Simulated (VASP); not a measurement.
# Al2O3 in VASP: further runs, part 2 of 2

VASP 6.6.1.

**3. Single point, PBE**

INCAR

```
PREC = Accurate
ENCUT = 520
EDIFF = 1E-7
ISMEAR = 0
SIGMA = 0.02
LREAL = False
LASPH = True
NELM = 100
ALGO = Normal
ISIF = 2
LWAVE = False
LCHARG = True
LDIPOL = True
IDIPOL = 3
DIPOL = 0.5 0.5 0.250
GGA = PE
LELF = True
LVHAR = True
LVACPOTAV = True
NBANDS = 20
```

KPOINTS

```
regular mesh
0
Gamma
  12 12 1
```

POSCAR

```
Al2O3
1.0
    2.8875300714     -0.0000001974      0.0000000000
   -1.4437648647      2.5006744947      0.0000000000
    0.0000000000      0.0000000000     32.0351156471
Al O
2 3
Direct
    0.3333333333      0.6666666667      0.2927005516
    0.6666666667      0.3333333333      0.2067513678
    0.0000000000      1.0000000000      0.2497259597
    0.3333333333      0.6666666667      0.1854823252
    0.6666666667      0.3333333333      0.3139695942
```

Potentials or basis: VASP PAW PBE potentials, release 64 (Al, O).

Started as:

```
cat potpaw_PBE.64/Al/POTCAR potpaw_PBE.64/O/POTCAR > POTCAR
mpirun -np 1 vasp_std > vasp.out
```

OUTCAR:

```text
PREC = Accurate
   ENCUT = 520
   EDIFF = 1E-7
   ISMEAR = 0
   LREAL = False
   LASPH = True
   NELM = 100
   ISIF = 2
   GGA = PE

 ion  position               nearest neighbor table
   1  0.333  0.667  0.293-   5 1.80   5 1.80   5 1.80   3 2.16   3 2.16   3 2.16   2 3.22   2 3.22
                             2 3.22
   2  0.667  0.333  0.207-   4 1.80   4 1.80   4 1.80   3 2.16   3 2.16   3 2.16   1 3.22   1 3.22
                             1 3.22
   3  0.000  0.000  0.250-   1 2.16   2 2.16   1 2.16   2 2.16   2 2.16   1 2.16
   4  0.333  0.667  0.185-   2 1.80   2 1.80   2 1.80
   5  0.667  0.333  0.314-   1 1.80   1 1.80   1 1.80

  LATTYP: Found a hexagonal cell.
 ALAT       =     2.8875300714
 C/A-ratio  =    11.0942968056

  Lattice vectors:

 A1 = (   2.8875300714,  -0.0000001974,   0.0000000000)
 A2 = (  -1.4437648647,   2.5006744947,   0.0000000000)
 A3 = (   0.0000000000,   0.0000000000,  32.0351156471)

Analysis of symmetry for initial positions (statically):
=====================================================================
 Subroutine PRICEL returns:
 Original cell was already a primitive cell.

 Routine SETGRP: Setting up the symmetry group for a
 hexagonal supercell.

 Subroutine GETGRP returns: Found 12 space group operations
 (whereof  6 operations were pure point group operations)
 out of a pool of 24 trial point group operations.

The static configuration has the point symmetry C_3v.
 The point group associated with its full space group is D_3d.

Analysis of symmetry for dynamics (positions and initial velocities):
=====================================================================
 Subroutine PRICEL returns:
 Original cell was already a primitive cell.

 Routine SETGRP: Setting up the symmetry group for a
 hexagonal supercell.

 Subroutine GETGRP returns: Found 12 space group operations
 (whereof  6 operations were pure point group operations)
 out of a pool of 24 trial point group operations.

[... 129 lines left out ...]
   IVDW    =     0    specifies the selected vdW correction
   LEPSILON=     F    determine dielectric tensor
   LRPA    =     F    only Hartree local field effects (RPA)
 non-spin polarized calculation
 Gauss-broadening in eV      SIGMA  =   0.02
  energy-cutoff  :      520.00
  volume of cell :      231.32
 maximum number of plane-waves:      6323
 NGX is ok and might be reduce to    24
   NGX = 11   NGY = 11   NGZ =119

 dipolmoment           0.000000      0.000000     -0.000000 electrons x Angstroem

 number of electron      23.9999987 magnetization

 dipolmoment           0.000000      0.000000      0.000001 electrons x Angstroem

 Free energy of the ion-electron system (eV)
  ---------------------------------------------------
  ext. energy  EPLUGINS =         0.00000000
  ---------------------------------------------------
  free energy    TOTEN  =       -36.47423686 eV

  energy without entropy =      -36.47423686  energy(sigma->0) =      -36.47423686

 E-fermi :  -5.6172     XC(G=0):  -2.5822

 val. band max:       -5.7607561994   @ k =   0.1667  -0.0000   0.0000
 cond. band min:      -0.6865448899   @ k =   0.0000   0.0000   0.0000
 fundamental gap:      5.0742113095
 Fermi energy:        -5.6171957406

 k-point     1 :       0.0000    0.0000    0.0000
  band No.  band energies     occupation
      1     -24.5660      2.00000
      2     -23.3762      2.00000
      3     -22.2598      2.00000
      4     -10.7727      2.00000
      5      -7.7996      2.00000
      6      -7.2716      2.00000
[... 426 lines left out ...]
     19       7.1370      0.00000
     20       7.2574      0.00000

------------------------ aborting loop because EDIFF is reached ----------------------------------------

 vacuum level on the upper side and lower side of the slab       (xc-potential included)        -0.105        -0.100

  FORCE on cell =-STRESS in cart. coord.  units (eV):
  Direction    XX          YY          ZZ          XY          YZ          ZX
  --------------------------------------------------------------------------------------
  -------------------------------------------------------------------------------------
  Total        0.0411646      0.0411646     -0.0771962      0.0000000      0.0000000      0.0000000
  in kB        0.2851176      0.2851176     -0.5346831      0.0000000      0.0000000      0.0000000
  external PRESSURE =       0.0118507 kB  Pullay stress =       0.0000000 kB

 VOLUME and BASIS-vectors are now :
 -----------------------------------------------------------------------------
  energy-cutoff  :      520.00
  volume of cell :      231.32
      direct lattice vectors                 reciprocal lattice vectors
     2.887530071 -0.000000197  0.000000000     0.346316753  0.199946039  0.000000000
    -1.443764865  2.500674495  0.000000000     0.000000027  0.399892126  0.000000000
     0.000000000  0.000000000 32.035115647     0.000000000  0.000000000  0.031215745

 POSITION                                       TOTAL-FORCE (eV/Angst)
 -----------------------------------------------------------------------------------
      0.00000      1.66712      9.37670        -0.000000      0.000000      0.039362
      1.44377      0.83356      6.62330         0.000000     -0.000000     -0.039362
      0.00000      0.00000      8.00000        -0.000000      0.000000      0.000000
      0.00000      1.66712      5.94195        -0.000000     -0.000000      0.028643
      1.44377      0.83356     10.05805         0.000000      0.000000     -0.028643
 -----------------------------------------------------------------------------------
    total drift:                                0.000000      0.000000      0.000150

  FREE ENERGIE OF THE ION-ELECTRON SYSTEM (eV)
  ---------------------------------------------------
  free  energy   TOTEN  =       -36.4742368626 eV

  energy  without entropy=      -36.4742368626  energy(sigma->0) =      -36.47423686

 vacuum level on the upper side and lower side of the slab         2.718         2.718
```

OSZICAR:

```text
N       E                     dE             d eps       ncg     rms          rms(c)
DAV:   1     0.207687505453E+03    0.20769E+03   -0.96794E+03   824   0.902E+02
DAV:   2    -0.113479066089E+02   -0.21904E+03   -0.20309E+03  1084   0.223E+02
DAV:   3    -0.405422276774E+02   -0.29194E+02   -0.29092E+02   908   0.952E+01
DAV:   4    -0.410680502485E+02   -0.52582E+00   -0.52523E+00  1104   0.154E+01
[... 16 lines left out ...]
DAV:  21    -0.364742339314E+02   -0.48696E-05   -0.13023E-07   804   0.171E-03    0.155E-04
DAV:  22    -0.364742354633E+02   -0.15319E-05   -0.12705E-08   856   0.651E-04    0.189E-04
DAV:  23    -0.364742363344E+02   -0.87111E-06   -0.38587E-09   820   0.419E-04    0.587E-05
DAV:  24    -0.364742367825E+02   -0.44811E-06   -0.19688E-09   704   0.219E-04    0.335E-05
DAV:  25    -0.364742368626E+02   -0.80071E-07   -0.28426E-11   844   0.829E-05
   1 F= -.36474237E+02 E0= -.36474237E+02  d E =-.201338E-25
```

stdout:

```text
POSCAR found type information on POSCAR AlO
 POSCAR found :  2 types and       5 ions
 scaLAPACK will be used
 LDA part: xc-table for (Slater+PW92), standard interpolation
 POSCAR, INCAR and KPOINTS ok, starting setup
 FFT: planning ... GRIDC
 FFT: planning ... GRID_SOFT
 FFT: planning ... GRID
 WAVECAR not read
 entering main loop
```

It took 2.3 min on 1 thread of Intel Xeon Platinum 8259CL at 2.50GHz (Skylake/Cascade Lake), shared host; peak memory 0.4 GiB.

Results:

- Free energy: -36.4742 eV
- Largest force: 0.039 eV/Å
- Band gap on the k mesh: 5.07 eV, indirect (least direct gap 5.32 eV)
- Ionisation potential of the upper face: 8.48 eV

Forces on the atoms (eV/Å):
```
Al   0.000  0.000  0.039
Al   0.000  0.000 -0.039
O    0.000  0.000  0.000
O    0.000  0.000  0.029
O    0.000  0.000 -0.029
```

PBE gaps usually lie below the measured ones, often by a third to a half.

**4. Single point, PBE**

INCAR

```
SYSTEM = Al2O3
ALGO = Normal
DIPOL = 0.5 0.5 0.250
EDIFF = 1E-6
ENCUT = 520
GGA = PE
IDIPOL = 3
ISIF = 2
ISMEAR = 0
LASPH = .True.
LCHARG = .False.
LDIPOL = .True.
LREAL = .False.
LWAVE = .False.
NBANDS = 20
NELM = 100
PREC = Accurate
SIGMA = 0.02
```

KPOINTS

```
k-points
0
Gamma
  12 12 1
  0 0 0
```

POSCAR is that of step 3.

Started as:

```
cat potpaw_PBE.64/Al/POTCAR potpaw_PBE.64/O/POTCAR > POTCAR
mpirun -np 1 vasp_std > vasp.out
```

It took 2 min on 1 thread of Intel Xeon Platinum 8259CL at 2.50GHz (Skylake/Cascade Lake), shared host; peak memory 0.4 GiB.

Results (log left out):

```
Free energy            : -36.4742 eV
Largest force          : 0.039 eV/Å
Band gap on the k mesh : 5.07 eV, indirect (least direct gap 5.32 eV)
```

Forces in eV/Å, atoms in the order of the input:
```
Al   0.000  0.000  0.039
Al   0.000  0.000 -0.039
O    0.000  0.000  0.000
O    0.000  0.000  0.029
O    0.000  0.000 -0.029
```

Levels at points of the mesh, in eV from the valence-band top:
| k point | band 8 | band 9 | band 10 | band 11 | band 12 | band 13 | band 14 | band 15 | band 16 | band 17 |
| --- | --- | --- | --- | --- | --- | --- | --- | --- | --- | --- |
| (0.00, 0.00, 0.00) | -1.19 | -1.19 | -0.61 | -0.61 | -0.25 | 5.07 | 7.35 | 7.71 | 8.43 | 8.57 |
| (0.50, 0.00, 0.00) | -1.92 | -1.90 | -1.23 | -1.05 | -0.19 | 7.07 | 8.96 | 10.19 | 11.46 | 11.55 |

**5. Single point, PBE**

This run uses another cell than the first one, of 43.46 Å³/atom, 0.939 times its volume.

INCAR

```
SYSTEM = Al2O3
  ALGO = Normal
  DIPOL = 0.5 0.5 0.266
  EDIFF = 1E-6
  ENCUT = 520
  GGA = PE
  IDIPOL = 3
  ISIF = 2
  ISMEAR = 0
  LASPH = .TRUE.
  LCHARG = .FALSE.
  LDIPOL = .TRUE.
  LREAL = .FALSE.
  LWAVE = .FALSE.
  NBANDS = 20
  NELM = 100
  PREC = Accurate
  SIGMA = 0.02
```

KPOINTS

```
k-points
0
G
  12 12 1
  0 0 0
```

POSCAR

```
Al2O3
1.0
    2.8879218970     -0.0000001974      0.0000000000
   -1.4439607775      2.5010138257      0.0000000000
    0.0000000000      0.0000000000     30.0887407322
Al O
2 3
Direct
    0.3333333333      0.6666666667      0.3116428775
    0.6666666667      0.3333333333      0.2201174956
    0.0000000000      1.0000000000      0.2658801866
    0.3333333333      0.6666666667      0.1974566214
    0.6666666667      0.3333333333      0.3343037517
```

Potentials or basis: VASP PAW PBE potentials, release 64 (Al, O).

Started as:

```
cat potpaw_PBE.64/Al/POTCAR potpaw_PBE.64/O/POTCAR > POTCAR
mpirun -np 1 vasp_std > vasp.out
```

OUTCAR:

```text
SYSTEM = Al2O3
   EDIFF = 1E-6
   ENCUT = 520
   GGA = PE
   ISIF = 2
   ISMEAR = 0
   LASPH = .TRUE.
   LREAL = .FALSE.
   NELM = 100
   PREC = Accurate

 ion  position               nearest neighbor table
   1  0.333  0.667  0.312-   5 1.80   5 1.80   5 1.80   3 2.16   3 2.16   3 2.16   2 3.22   2 3.22
                             2 3.22
   2  0.667  0.333  0.220-   4 1.80   4 1.80   4 1.80   3 2.16   3 2.16   3 2.16   1 3.22   1 3.22
                             1 3.22
   3  0.000  0.000  0.266-   1 2.16   1 2.16   1 2.16   2 2.16   2 2.16   2 2.16
   4  0.333  0.667  0.197-   2 1.80   2 1.80   2 1.80
   5  0.667  0.333  0.334-   1 1.80   1 1.80   1 1.80

  LATTYP: Found a hexagonal cell.
 ALAT       =     2.8879218970
 C/A-ratio  =    10.4188208010

  Lattice vectors:

 A1 = (   2.8879218970,  -0.0000001974,   0.0000000000)
 A2 = (  -1.4439607775,   2.5010138257,   0.0000000000)
 A3 = (   0.0000000000,   0.0000000000,  30.0887407322)

Analysis of symmetry for initial positions (statically):
=====================================================================
 Subroutine PRICEL returns:
 Original cell was already a primitive cell.

 Routine SETGRP: Setting up the symmetry group for a
 hexagonal supercell.

 Subroutine GETGRP returns: Found 12 space group operations
 (whereof  6 operations were pure point group operations)
 out of a pool of 24 trial point group operations.

The static configuration has the point symmetry C_3v.
 The point group associated with its full space group is D_3d.

Analysis of symmetry for dynamics (positions and initial velocities):
=====================================================================
 Subroutine PRICEL returns:
 Original cell was already a primitive cell.

 Routine SETGRP: Setting up the symmetry group for a
 hexagonal supercell.

 Subroutine GETGRP returns: Found 12 space group operations
 (whereof  6 operations were pure point group operations)
 out of a pool of 24 trial point group operations.

The dynamic configuration has the point symmetry C_3v.
 The point group associated with its full space group is D_3d.
[... 129 lines left out ...]
   LRPA    =     F    only Hartree local field effects (RPA)
 non-spin polarized calculation
 Gauss-broadening in eV      SIGMA  =   0.02
  energy-cutoff  :      520.00
  volume of cell :      217.32
 maximum number of plane-waves:      5955
 NGX is ok and might be reduce to    24
   NGX = 11   NGY = 11   NGZ =111

 dipolmoment           0.000000      0.000000      0.000000 electrons x Angstroem

 number of electron      23.9999993 magnetization

 dipolmoment           0.000000      0.000000     -0.000001 electrons x Angstroem

 Free energy of the ion-electron system (eV)
  ---------------------------------------------------
  ext. energy  EPLUGINS =         0.00000000
  ---------------------------------------------------
  free energy    TOTEN  =       -36.47415432 eV

  energy without entropy =      -36.47415432  energy(sigma->0) =      -36.47415432

 E-fermi :  -5.4432     XC(G=0):  -2.7544

 val. band max:       -5.5873325733   @ k =   0.1667   0.0000   0.0000
 cond. band min:      -0.5182868044   @ k =   0.0000   0.0000   0.0000
 fundamental gap:      5.0690457689
 Fermi energy:        -5.4431763875

 k-point     1 :       0.0000    0.0000    0.0000
  band No.  band energies     occupation
      1     -24.3890      2.00000
      2     -23.1994      2.00000
      3     -22.0853      2.00000
      4     -10.5986      2.00000
      5      -7.6251      2.00000
      6      -7.0963      2.00000
[... 426 lines left out ...]
     19       7.3066      0.00000
     20       7.4268      0.00000

------------------------ aborting loop because EDIFF is reached ----------------------------------------

 vacuum level on the upper side and lower side of the slab       (xc-potential included)        -0.008        -0.008

  FORCE on cell =-STRESS in cart. coord.  units (eV):
  Direction    XX          YY          ZZ          XY          YZ          ZX
  --------------------------------------------------------------------------------------
  -------------------------------------------------------------------------------------
  Total        0.0039650      0.0039650     -0.1065205      0.0000000     -0.0000000      0.0000000
  in kB        0.0292316      0.0292316     -0.7853049      0.0000000     -0.0000000      0.0000000
  external PRESSURE =      -0.2422806 kB  Pullay stress =       0.0000000 kB

 VOLUME and BASIS-vectors are now :
 -----------------------------------------------------------------------------
  energy-cutoff  :      520.00
  volume of cell :      217.32
      direct lattice vectors                 reciprocal lattice vectors
     2.887921897 -0.000000197  0.000000000     0.346269766  0.199918911  0.000000000
    -1.443960778  2.501013826  0.000000000     0.000000027  0.399837869  0.000000000
     0.000000000  0.000000000 30.088740732     0.000000000  0.000000000  0.033235023

 POSITION                                       TOTAL-FORCE (eV/Angst)
 -----------------------------------------------------------------------------------
      0.00000      1.66734      9.37694        -0.000000      0.000000      0.045686
      1.44396      0.83367      6.62306         0.000000     -0.000000     -0.045686
      0.00000      0.00000      8.00000        -0.000000     -0.000000      0.000000
      0.00000      1.66734      5.94122        -0.000000      0.000000      0.040268
      1.44396      0.83367     10.05878         0.000000     -0.000000     -0.040268
 -----------------------------------------------------------------------------------
    total drift:                               -0.000000      0.000000     -0.000077

  FREE ENERGIE OF THE ION-ELECTRON SYSTEM (eV)
  ---------------------------------------------------
  free  energy   TOTEN  =       -36.4741543216 eV

  energy  without entropy=      -36.4741543216  energy(sigma->0) =      -36.47415432

 vacuum level on the upper side and lower side of the slab         2.885         2.884
```

It took 1.9 min on 1 thread of Intel Xeon Platinum 8259CL at 2.50GHz (Skylake/Cascade Lake), shared host; peak memory 0.36 GiB.

What came out:

| Quantity | Value |
| --- | --- |
| Free energy | -36.4742 eV |
| Largest force | 0.046 eV/Å |
| Band gap on the k mesh | 5.07 eV, indirect (least direct gap 5.32 eV) |

Forces on the atoms (eV/Å):
```
Al   0.000  0.000  0.046
Al   0.000  0.000 -0.046
O    0.000  0.000  0.000
O    0.000  0.000  0.040
O    0.000  0.000 -0.040
```
